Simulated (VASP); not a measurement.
Input of a VASP 6.6.1 run:

The input INCAR:

```
SYSTEM = C
PREC = Accurate
ENCUT = 520
EDIFF = 1E-7
ISMEAR = 0
SIGMA = 0.05
LREAL = .False.
LASPH = .True.
NELM = 100
ALGO = Normal
ISIF = 2
LWAVE = .False.
LCHARG = .False.
GGA = PE
IVDW = 12
NBANDS = 11
```

Contents of KPOINTS:

```
regular mesh
0
Gamma
  14 14 14
  0 0 0
```

The input POSCAR:

```
C
1.0
    0.0000000000      2.1270000000      3.3480000000
    1.2280000000      0.0000000000      3.3480000000
    1.2280000000      2.1270000000      0.0000000000
C
2
Direct
    0.1666700000      0.8333300000      0.1666700000
    0.8333300000      0.1666700000      0.8333300000
```

Potentials or basis: VASP PAW PBE potentials, release 64 (C).

Launch:

```console
$ cat potpaw_PBE.64/C/POTCAR > POTCAR
$ mpirun -np 1 vasp_std > vasp.out
```

(1) Predict the dispersion energy per atom.

(2) Predict the pressure.

(3) What does it give for the largest force?

Answers

(1) -0.157 eV.

(2) 3.8 GPa.

(3) 0.031 eV/Å.
